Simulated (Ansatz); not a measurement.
Crystal: In.

```
In
1.0
     3.33548    0.00000    0.00000
    -1.66774    2.88861    0.00000
     0.00000    0.00000    5.50914
In
2
Direct
  0.66667 0.33333 0.75000
  0.33333 0.66667 0.25000
```

This isn't the form of In at room conditions, which is tetragonal.

Base run:

- Program: Ansatz 0.2.0
- Functional: LDA
- Potentials or basis: all-electron LAPW, scalar-relativistic
- Cutoff: 168 eV (chosen from the basis error)
- Basis error allowed: 0.001 eV/atom
- k mesh: 9 × 9 × 5
- Occupations: fermi-dirac, width 0.05 eV
- Spin: no spin polarisation

Its results: pressure -2.9 GPa.

Task: The run is repeated on the same cell with these changes: functional from LDA to PBEsol. What comes out?

Result: Pressure -1.4 GPa.

PBEsol binds less tightly than LDA, so the same cell stands under more pressure.
